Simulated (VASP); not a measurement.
Write the native input for VASP 6.6.1 that does the following.

| Item | Value |
| --- | --- |
| Task | band structure |
| Functional | LDA |
| Potentials or basis | VASP PAW LDA potentials, release 64 (Sn_d) |
| Cutoff | 520 eV |
| k mesh | 7 × 7 × 7 |
| Occupations | fermi-dirac, width 0.05 eV |
| Spin | spin-orbit coupling, no magnetisation |
| Further INCAR settings | ALGO = Fast; EDIFF = 1e-06 |

Sn:

```
Sn
1.0
    -1.89465    1.89465    1.89465
     1.89465   -1.89465    1.89465
     1.89465    1.89465   -1.89465
Sn
1
Direct
  0.00000 0.00000 0.00000
```

This isn't the form of Sn at room conditions, which is tetragonal (white tin).

One way to write it, as run:

POSCAR

```
Sn
1.0
   -1.8946518192      1.8946518192      1.8946518192
    1.8946518192     -1.8946518192      1.8946518192
    1.8946518192      1.8946518192     -1.8946518192
Sn
1
Direct
    0.0000000000      0.0000000000      0.0000000000
```

INCAR.step1

```
  ALGO = Fast
  EDIFF = 1E-6
  ENCUT = 520
  GGA = CA
  GGA_COMPAT = F
  ISIF = 2
  ISMEAR = -1
  LASPH = T
  LCHARG = T
  LNONCOLLINEAR = T
  LORBIT = 11
  LREAL = F
  LSORBIT = T
  LWAVE = F
  MAGMOM = 0 0 0
  NELM = 100
  PREC = Accurate
  SIGMA = 0.05
```

KPOINTS.step1

```
k-points
0
Gamma
  7 7 7
```

INCAR.step2

```
  ALGO = Fast
  EDIFF = 1E-6
  ENCUT = 520
  GGA = CA
  GGA_COMPAT = F
  ICHARG = 11
  ISIF = 2
  ISMEAR = 0
  LASPH = T
  LCHARG = F
  LNONCOLLINEAR = T
  LORBIT = 11
  LREAL = F
  LSORBIT = T
  LWAVE = F
  MAGMOM = 0 0 0
  NELM = 100
  PREC = Accurate
  SIGMA = 0.05
```

KPOINTS.step2

```
path GHNGPH,PN
10
line-mode
reciprocal
 0.0000000000  0.0000000000  0.0000000000  G
 0.5000000000 -0.5000000000  0.5000000000  H

 0.5000000000 -0.5000000000  0.5000000000  H
 0.0000000000  0.0000000000  0.5000000000  N

 0.0000000000  0.0000000000  0.5000000000  N
 0.0000000000  0.0000000000  0.0000000000  G

 0.0000000000  0.0000000000  0.0000000000  G
 0.2500000000  0.2500000000  0.2500000000  P

 0.2500000000  0.2500000000  0.2500000000  P
 0.5000000000 -0.5000000000  0.5000000000  H

 0.2500000000  0.2500000000  0.2500000000  P
 0.0000000000  0.0000000000  0.5000000000  N
```

Potentials or basis: VASP PAW LDA potentials, release 64 (Sn_d).

The run is started by

```sh
$ cat potpaw_LDA.64/Sn_d/POTCAR > POTCAR
$ cp INCAR.step1 INCAR
$ cp KPOINTS.step1 KPOINTS
$ mpirun -np 1 vasp_ncl > vasp.out
$ cp INCAR.step2 INCAR
$ cp KPOINTS.step2 KPOINTS
$ mpirun -np 1 vasp_ncl > vasp.out
```

It took 47 s on 1 thread of Intel(R) Xeon(R) Platinum 8488C (Sapphire Rapids), on a shared host, peak memory 0.18 GiB.
